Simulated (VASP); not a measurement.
**MnS: single point with PBEsol+U**

MnS:

```
Mn S
1.0
    -1.83000   -1.05655    5.94184
     1.83000   -1.05655    5.94184
     0.00000    2.11310    5.94184
Mn S
2 2
Direct
  0.00000 0.00000 0.00000
  0.50000 0.50000 0.50000
  0.25000 0.25000 0.25000
  0.75000 0.75000 0.75000
```

The cell is a database's computed one.

```
Program                : VASP 6.6.1
Task                   : single point
Functional             : PBEsol
Potentials or basis    : VASP PAW PBE potentials, release 64 (Mn_pv, S)
Cutoff                 : 520 eV
k mesh                 : 9 × 9 × 9
Occupations            : fermi-dirac, width 0.05 eV
Spin                   : collinear spin, antiferromagnetic start
Starting moments       : [4.0, -4.0, 0.0, 0.0] μB
Hubbard terms          : Mn d U = 4 eV
Supercell matrix       : [0, 1, 1, 1, 0, 1, 1, 1, 0]
Further INCAR settings : ALGO = Normal; EDIFF = 1e-06; NBANDS = 31
```

```
Pressure                                              : 1.0 GPa
Band gap on the k mesh                                : 2.20 eV
Net moment                                            : 0.00 μB per cell
Site moments                                          : Mn +4.48, -4.48; S +0.00 μB
Valence electrons inside the program's atomic spheres : Mn 11.32; S 3.76
```

Stress tensor (GPa, compression positive):
```
0.99 0.00 0.00
0.00 0.99 0.00
0.00 0.00 0.89
```

Levels at points of the mesh, in eV from the valence-band top:
Spin up:
| k point | band 15 | band 16 | band 17 | band 18 | band 19 | band 20 | band 21 | band 22 | band 23 | band 24 |
| --- | --- | --- | --- | --- | --- | --- | --- | --- | --- | --- |
| (0.00, 0.00, 0.00) | -0.95 | -0.95 | -0.80 | -0.80 | -0.75 | 3.11 | 3.16 | 3.16 | 3.29 | 3.79 |
Spin down:
```tsv
k point	band 16	band 17	band 18	band 19	band 20	band 21	band 22	band 23
(0.00, 0.00, 0.00)	-0.95	-0.80	-0.80	-0.75	3.11	3.16	3.16	3.29
```

Eigenvalues of the final occupation matrices:
```csv
site,spin,trace,eigenvalues
site 1 d,1,4.69,0.93 0.93 0.93 0.95 0.95
site 1 d,2,0.24,0.02 0.02 0.02 0.10 0.10
site 2 d,1,0.24,0.02 0.02 0.02 0.10 0.10
site 2 d,2,4.69,0.93 0.93 0.93 0.95 0.95
```

Wall time 6.3 min on 1 thread of Intel(R) Xeon(R) 6975P-C (Granite Rapids), on a shared host, peak memory 0.56 GiB.

Caveat: the PAW data sets were made with another functional, which shifts forces and pressure a little; an odd mesh through Γ misses points on the zone boundary, where band edges often lie.
